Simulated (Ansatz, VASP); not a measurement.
**Cross-check of SnC126 between VASP and Ansatz**

One calculation is typed for both programs; each brings its own data sets. How far apart do they land? The cell is taken from a series of runs on this material, whose earlier steps may have relaxed, scaled, displaced or heated it; both programs get it as it stands.

Program: Ansatz 0.2.0. Level of theory: plane waves, with VASP 6.6.1 beside it; single point at HSE06. Results are calculated unless marked as measured.

In doubt: the hybrid run may have settled on a false gap or state (step 2), so the values of those runs are not to be relied on; a hybrid run on one k-point (step 2), which bears on gaps, levels and energies.

### 1. The starting structure

The cell holds 127 atoms: 126 C and 1 Sn. Cell: a = 10.102 Å, b = 10.102 Å, c = 10.102 Å, α = 60.0°, β = 60.0°, γ = 60.0°. It derives from C (C (Fd-3m)). Nearest the centre at fractional (0.406, 0.406, 0.406): Sn127 at 0.00 Å, C12 at 2.10 Å, C36 at 2.10 Å, C42 at 2.10 Å, C49 at 2.10 Å, C43 at 2.10 Å, C73 at 2.10 Å, C19 at 2.70 Å. The cell carries charge −1.

### 2. Ansatz: single point, HSE06

Ansatz runs on its default PAW (the set named soft_2) files.

With cell and atoms fixed, the geometry can't cause a difference; cores, projectors, grids and the points listed under the comparison can.

Contents of input.yaml:

```yaml
crystal:
  lattice:
    - [0.0, 7.14316351, 7.14316351]
    - [7.14316351, 0.0, 7.14316351]
    - [7.14316351, 7.14316351, 0.0]
  atoms:
    - { symbol: C, position: [0.125267176, 0.125267176, 0.125267176] }
    - { symbol: C, position: [0.188156225, 0.188156225, 0.188156225] }
[... 1 atom line left out ...]
    - { symbol: C, position: [0.188718489, 0.188718489, 0.438538452] }
    - { symbol: C, position: [0.125053486, 0.125053486, 0.625510391] }
    - { symbol: C, position: [0.18693743, 0.18693743, 0.688343215] }
[... 3 atom lines left out ...]
    - { symbol: C, position: [0.188718489, 0.438538452, 0.188718489] }
    - { symbol: C, position: [0.124654316, 0.376980839, 0.376980839] }
    - { symbol: C, position: [0.165918521, 0.447309383, 0.447309383] }
    - { symbol: C, position: [0.117795144, 0.376573164, 0.62975468] }
    - { symbol: C, position: [0.18274591, 0.435927387, 0.694705845] }
[... 2 atom lines left out ...]
    - { symbol: C, position: [0.125053486, 0.625510391, 0.125053486] }
    - { symbol: C, position: [0.18693743, 0.688343215, 0.18693743] }
    - { symbol: C, position: [0.117795144, 0.62975468, 0.376573164] }
    - { symbol: C, position: [0.18274591, 0.694705845, 0.435927387] }
    - { symbol: C, position: [0.124157503, 0.625563162, 0.625563162] }
    - { symbol: C, position: [0.186990187, 0.687447242, 0.687447242] }
[... 11 atom lines left out ...]
    - { symbol: C, position: [0.438538452, 0.188718489, 0.188718489] }
    - { symbol: C, position: [0.376980839, 0.124654316, 0.376980839] }
    - { symbol: C, position: [0.447309383, 0.165918521, 0.447309383] }
    - { symbol: C, position: [0.376573164, 0.117795144, 0.62975468] }
    - { symbol: C, position: [0.435927387, 0.18274591, 0.694705845] }
[... 2 atom lines left out ...]
    - { symbol: C, position: [0.376980839, 0.376980839, 0.124654316] }
    - { symbol: C, position: [0.447309383, 0.447309383, 0.165918521] }
    - { symbol: Sn, position: [0.406251057, 0.406251057, 0.406251057] }
    - { symbol: C, position: [0.365191133, 0.365191133, 0.646582535] }
[... 2 atom lines left out ...]
    - { symbol: C, position: [0.437469423, 0.437469423, 0.936674855] }
    - { symbol: C, position: [0.376573164, 0.62975468, 0.117795144] }
    - { symbol: C, position: [0.435927387, 0.694705845, 0.18274591] }
    - { symbol: C, position: [0.365191133, 0.646582535, 0.365191133] }
    - { symbol: C, position: [0.435519843, 0.687846533, 0.435519843] }
[... 2 atom lines left out ...]
    - { symbol: C, position: [0.37486405, 0.625273976, 0.873716683] }
[... 8 atom lines left out ...]
    - { symbol: C, position: [0.437437801, 0.937691836, 0.937691836] }
    - { symbol: C, position: [0.625510391, 0.125053486, 0.125053486] }
    - { symbol: C, position: [0.688343215, 0.18693743, 0.18693743] }
    - { symbol: C, position: [0.62975468, 0.117795144, 0.376573164] }
    - { symbol: C, position: [0.694705845, 0.18274591, 0.435927387] }
    - { symbol: C, position: [0.625563162, 0.124157503, 0.625563162] }
[... 2 atom lines left out ...]
    - { symbol: C, position: [0.687653154, 0.187378676, 0.937305286] }
    - { symbol: C, position: [0.62975468, 0.376573164, 0.117795144] }
    - { symbol: C, position: [0.694705845, 0.435927387, 0.18274591] }
    - { symbol: C, position: [0.646582535, 0.365191133, 0.365191133] }
    - { symbol: C, position: [0.687846533, 0.435519843, 0.435519843] }
[... 2 atom lines left out ...]
    - { symbol: C, position: [0.625273976, 0.37486405, 0.873716683] }
    - { symbol: C, position: [0.690507626, 0.437176927, 0.934120305] }
    - { symbol: C, position: [0.625563162, 0.625563162, 0.124157503] }
    - { symbol: C, position: [0.687447242, 0.687447242, 0.186990187] }
[... 45 atom lines left out ...]
    - { symbol: C, position: [0.93748889, 0.93748889, 0.93748889] }
total_charge: -1
basis:
  ecutwfc: 420
  xc_grid: 2
hamiltonian:
  xc: hse06
kpoints:
  mp_grid: { grid: [1, 1, 1] }
magnetization:
  spin_polarized: true
  initial_magnetization: 1
  spin_locking: { lock_magnetization: hard }
scf:
  occupations: { method: fermi_dirac, width: 0.01 }
  max_iter: 120
  n_extra_bands: 20
  lower_state_search: "off"
output:
  forces: true
  eigenvalues: true
checkpoint:
  read: "../relax.run"
  write: "../ground.run"
  compress: false
  write_wavefunctions: true
  write_every: 100000
```

Launch:

```
> ansatz run input.yaml --threads 4 --pin off --max-ram 7536MiB --backend cpu --events-out ev --progress --plain --runs-dir out
```

The log of the run:

```text
Warning: the atoms were moved onto the symmetric positions of the space group found under crystal.symmetry.tolerance 1.0e-5 (fractional; no operation is sought that the atoms, as they stand in a round, miss by more than twice it, and no atom is moved by as much as it), and the run uses the moved positions. Before a round's move an operation carried an atom to 3.46e-5 Å from where it should land, the largest such dist [...]
[...]
atom  61  C      0.01244143    -0.00159207     0.00024920
  atom  62  C     -0.01170028     0.00293073     0.00293073
  atom  63  C      0.01170028    -0.00293073    -0.00293073
  atom  64  C     -0.01083790     0.00054626     0.00054626
  atom  65  C      0.00032668    -0.00231604    -0.00231604
  atom  66  C     -0.01539228     0.03931771     0.01096105
  atom  67  C     -0.03931771     0.01539228    -0.01096105
  atom  68  C      0.00231604    -0.00032668     0.00231604
  atom  69  C     -0.00054626     0.01083790    -0.00054626
  atom  70  C     -0.00288910    -0.00274558     0.00049181
  atom  71  C      0.00274558     0.00288910    -0.00049181
  atom  72  C     -0.01539228     0.01096105     0.03931771
  atom  73  C     -0.03931771    -0.01096105     0.01539228
  atom  74  C     -0.02140456    -0.09144310    -0.09144310
  atom  75  C      0.00604013     0.04636223     0.04636223
  atom  76  C     -0.00397532    -0.00679088    -0.00397532
  atom  77  C      0.00249097     0.00496723     0.00249097
  atom  78  C      0.00507969     0.00401042     0.00287470
  atom  79  C      0.00024920     0.01244143    -0.00159207
  atom  80  C      0.00231604     0.00231604    -0.00032668
  atom  81  C     -0.00054626    -0.00054626     0.01083790
  atom  82  C     -0.00397532    -0.00397532    -0.00679088
  atom  83  C      0.00249097     0.00249097     0.00496723
  atom  84  C     -0.00034058    -0.00034058    -0.00034058
[...]
atom 120  C     -0.00108134    -0.00108134    -0.00142159
  atom 121  C      0.00076122     0.00076122     0.00037202
  atom 122  C      0.00293073     0.00293073    -0.01170028
  atom 123  C     -0.00293073    -0.00293073     0.01170028
  atom 124  C     -0.00076122    -0.00076122    -0.00037202
  atom 125  C      0.00108134     0.00108134     0.00142159
  atom 126  C     -0.00075907    -0.00075907    -0.00075907
  atom 127  C      0.00075907     0.00075907     0.00075907
  max |Σ_I F_I| component: 1.86e-17 eV/Å
--- Band table (eV) ---
  k-point 0 ↑: bands = ["-10.6741", "-9.2973", "-9.2973", "-8.9055", "-8.9038", "-8.8778", "-8.8778", "-8.8310", "-8.8310", "-8.8249", "-8.8249", "-8.7777", "-8.6488", "-8.6066", "-8.2592", "-8.2592", "-8.2059", "-8.2059", "-8.0151", "-7.6166", "-5.9547", "-5.8922", "-5.8922", "-5.8836", "-5.8836", "-5.8722", "-5.8722", "-5.7912", "-5.7618", "-5.7618", "-5.6655", "-5.4753", "-4.5603", "-4.5053", "-4.5027", "-4.5027", [...]
  k-point 0 ↓: bands = ["-10.6652", "-9.2274", "-9.2274", "-8.9006", "-8.8977", "-8.8516", "-8.8516", "-8.8221", "-8.8221", "-8.8178", "-8.8178", "-8.7727", "-8.6422", "-8.6026", "-8.2416", "-8.2416", "-8.1973", "-8.1973", "-8.0001", "-7.5831", "-5.9450", "-5.8848", "-5.8848", "-5.8687", "-5.8687", "-5.8611", "-5.8611", "-5.7861", "-5.7477", "-5.7477", "-5.6519", "-5.4601", "-4.5519", "-4.4982", "-4.4968", "-4.4968", [...]
```

### 3. VASP: single point, HSE06

The same cell, functional, mesh and smearing now go to VASP, with its own data sets.

Lines of VASP's logs that name or quote its potential files are left out, and so is its time.

The run reads the wave functions of an earlier VASP run, which isn't shown here.

Contents of INCAR:

```
SYSTEM = SnC126
PREC = Accurate
ENCUT = 520
EDIFF = 1E-06
NELM = 100
ISMEAR = -1
SIGMA = 0.01
LREAL = Auto
ALGO = Normal
LHFCALC = .TRUE.
AEXX = 0.25
GGA = PE
HFSCREEN = 0.208
LASPH = .TRUE.
NELECT = 519
NBANDS = 348
ISPIN = 2
MAGMOM = 0 -0 0 0 -0 0 0 -0 0 0 -0 0.07 0 0 0.01 -0 -0 0 0 0 0 -0 0 0 0 -0 0.01 -0 0 0 0 -0 0 0 -0 0.07 0 0 0.01 -0 -0 0.07 0.07 -0 0.01 0.01 0 0 0.07 -0 0 0 -0 0.01 0.01 -0 0.01 0.01 -0 0.01 0 0 -0 0 0 0 0 -0 0 0 0 0 0.07 -0 0 0 -0 0.01 0 -0 0 0 -0 0 -0 0 0 0 -0 0.01 -0 0 -0 0 0 -0 0.01 -0 0 0 0 -0 0.01 -0 0.01 0.01 -0 0.01 0 0 0 0 -0 0.01 -0 0 -0 0 0 -0 0 0 -0 0 0 0 0.01
PRECFOCK = Fast
LORBIT = 11
LWAVE = .FALSE.
LCHARG = .FALSE.
ISIF = 2
NUPDOWN = 1
```

Contents of POSCAR:

```
SnC126
1.0
    0.0000000000      7.1431635109      7.1431635109
    7.1431635109      0.0000000000      7.1431635109
    7.1431635109      7.1431635109      0.0000000000
C Sn
126 1
Direct
    0.1252671760      0.1252671760      0.1252671760
    0.1881562253      0.1881562253      0.1881562253
[... 1 atom line left out ...]
    0.1887184885      0.1887184885      0.4385384522
    0.1250534863      0.1250534863      0.6255103909
    0.1869374300      0.1869374300      0.6883432153
[... 3 atom lines left out ...]
    0.1887184885      0.4385384522      0.1887184885
    0.1246543163      0.3769808393      0.3769808393
    0.1659185209      0.4473093830      0.4473093830
    0.1177951439      0.3765731642      0.6297546797
    0.1827459100      0.4359273869      0.6947058451
[... 2 atom lines left out ...]
    0.1250534863      0.6255103909      0.1250534863
    0.1869374300      0.6883432153      0.1869374300
    0.1177951439      0.6297546797      0.3765731642
    0.1827459100      0.6947058451      0.4359273869
    0.1241575027      0.6255631625      0.6255631625
    0.1869901874      0.6874472416      0.6874472416
[... 11 atom lines left out ...]
    0.4385384522      0.1887184885      0.1887184885
    0.3769808393      0.1246543163      0.3769808393
    0.4473093830      0.1659185209      0.4473093830
    0.3765731642      0.1177951439      0.6297546797
    0.4359273869      0.1827459100      0.6947058451
[... 2 atom lines left out ...]
    0.3769808393      0.3769808393      0.1246543163
    0.4473093830      0.4473093830      0.1659185209
    0.3651911329      0.3651911329      0.6465825349
    0.4355198431      0.4355198431      0.6878465334
[... 2 atom lines left out ...]
    0.3765731642      0.6297546797      0.1177951439
    0.4359273869      0.6947058451      0.1827459100
    0.3651911329      0.6465825349      0.3651911329
    0.4355198431      0.6878465334      0.4355198431
    0.3739622778      0.6237821808      0.6237821808
[... 2 atom lines left out ...]
    0.4371769272      0.6905076256      0.9341203051
[... 8 atom lines left out ...]
    0.6255103909      0.1250534863      0.1250534863
    0.6883432153      0.1869374300      0.1869374300
    0.6297546797      0.1177951439      0.3765731642
    0.6947058451      0.1827459100      0.4359273869
    0.6255631625      0.1241575027      0.6255631625
    0.6874472416      0.1869901874      0.6874472416
[... 2 atom lines left out ...]
    0.6297546797      0.3765731642      0.1177951439
    0.6947058451      0.4359273869      0.1827459100
    0.6465825349      0.3651911329      0.3651911329
    0.6878465334      0.4355198431      0.4355198431
    0.6237821808      0.3739622778      0.6237821808
[... 2 atom lines left out ...]
    0.6905076256      0.4371769272      0.9341203051
    0.6255631625      0.6255631625      0.1241575027
    0.6874472416      0.6874472416      0.1869901874
    0.6237821808      0.6237821808      0.3739622778
[... 45 atom lines left out ...]
    0.4062510571      0.4062510571      0.4062510571
```

Contents of KPOINTS:

```
Automatic mesh
0
Gamma
1 1 1
0 0 0
```

PAW data sets: C and Sn_d (PBE family, release 64).

Launch:

```
> export OMP_NUM_THREADS=3
> mpirun -np 1 vasp_gam
```

The log of the run:

```text
[banner, memory and clock lines left out]
running    1 mpi-ranks, on    1 nodes
[...]
Offloading initialized ...    1 GPUs detected
[...]
LDA part: xc-table for (Slater+PW92), standard interpolation
 found WAVECAR, reading the header
 POSCAR, INCAR and KPOINTS ok, starting setup
[...]
reading WAVECAR
 the WAVECAR file was read successfully
 initial charge from wavefunction
 entering main loop
       N       E                     dE             d eps       ncg     rms          rms(c)
DAV:   1    -0.130110987282E+04   -0.13011E+04   -0.16961E+01  1472   0.785E+00    0.585E+00
DAV:   2    -0.130116721114E+04   -0.57338E-01   -0.33050E-01  1872   0.112E+00    0.364E+00
DAV:   3    -0.130113158832E+04    0.35623E-01   -0.32624E-02  1712   0.376E-01    0.201E+00
DAV:   4    -0.130112464467E+04    0.69437E-02   -0.10262E-02  1712   0.194E-01    0.137E+00
[...]
DAV:  12    -0.130123346063E+04    0.11764E-04   -0.10356E-05  1704   0.792E-03    0.210E-02
DAV:  13    -0.130123345754E+04    0.30878E-05   -0.39134E-06  1512   0.513E-03    0.123E-02
DAV:  14    -0.130123345683E+04    0.71800E-06   -0.14299E-06  1168   0.324E-03
   1 F= -.13012335E+04 E0= -.13012335E+04  d E =-.826411E-11  mag=     1.0000
```

OUTCAR, selected parts (step 3):

```text
 magnetization (x)
# of ion       s       p       d       tot
------------------------------------------
    1        0.000   0.002   0.000   0.002
    2       -0.000  -0.000   0.000  -0.000
    3        0.000   0.001   0.000   0.001
    4        0.000   0.002   0.000   0.002
    5       -0.000  -0.000   0.000  -0.000
    6        0.000   0.001   0.000   0.001
[...]
125        0.000   0.000   0.000   0.000
  126        0.000   0.000   0.000   0.000
  127       -0.017  -0.040   0.100   0.044
--------------------------------------------------
tot          0.031   0.619   0.100   0.750
```

The run ends at a pressure of 1.64 GPa, with forces up to 0.17 eV/Å.

### 4. Comparison

Known differences besides the potentials themselves: exact exchange at q = 0 is treated differently, which shows on coarse meshes; VASP keeps PBE cores, Ansatz makes them for the functional; the cutoff is 420 eV in Ansatz and 520 eV in VASP (PREC = Accurate, projectors in real space); VASP takes a coarser grid for exact exchange (PRECFOCK = Fast); site moments are counted in spheres of each program's own size. Total energies have different zeros and are not compared.

The two programs side by side:

| quantity | Ansatz | VASP | difference |
| --- | --- | --- | --- |
| total moment, fixed by the input (μB) | 1.00 | 1.00 | 0.00 |
| moment on C12 (μB) | 0.07 | 0.09 | -0.02 |
| moment on C43 (μB) | 0.07 | 0.09 | -0.02 |
| moment on C42 (μB) | 0.07 | 0.09 | -0.02 |
| moment on C36 (μB) | 0.07 | 0.09 | -0.02 |
| moment on C49 (μB) | 0.07 | 0.09 | -0.02 |
| moment on C73 (μB) | 0.07 | 0.09 | -0.02 |

Forces on 7 of the 127 atoms, those with the largest forces and the largest differences (eV/Å; atoms numbered as in POSCAR):

| atom | Ansatz x, y, z | VASP x, y, z |
| --- | --- | --- |
| C12 | 0.021, 0.091, 0.091 | 0.004, 0.119, 0.119 |
| C36 | 0.091, 0.021, 0.091 | 0.119, 0.004, 0.119 |
| C41 | -0.046, -0.046, -0.006 | -0.056, -0.056, -0.020 |
| C42 | 0.091, 0.091, 0.021 | 0.119, 0.119, 0.004 |
| C43 | -0.091, -0.091, -0.021 | -0.119, -0.119, -0.004 |
| C49 | -0.091, -0.021, -0.091 | -0.119, -0.004, -0.119 |
| C73 | -0.021, -0.091, -0.091 | -0.004, -0.119, -0.119 |

The forces differ by 11 meV/Å r.m.s., which is 41.0 % of the r.m.s. force of 0.028 eV/Å (both taken over all components). The cell carries a charge of -1 e against a uniform background, so its pressure also hangs on how the neutralising background is counted, and in a defect's cell a gap may be the spacing between its levels.

### 5. Results

```json
{
 "difference in moment on C12 (single point, HSE06)": "-0.021 μB",
 "r.m.s. force difference (single point, HSE06)": "11 meV/Å"
}
```

What this shows: The r.m.s. force difference is 11 meV/Å (single point, HSE06), within the 12 meV/Å picked in this series as the mark of a large difference. Such differences can come from data sets, numerical settings and the points named under the comparisons, not from the functional's error against experiment.

[Lines on the potential files, build, host, timing and source positions are cut from VASP's logs without a mark.]

[Logs are printed without paths, hosts, clocks, repeated set-up lines and the standing remarks that a program may print on its own settings, such as how far it seeks lower states.]

[Hosts, paths, dates, database ids (printed as entryN), source tags and the programs' standing remarks are cut or masked in the printed files.]
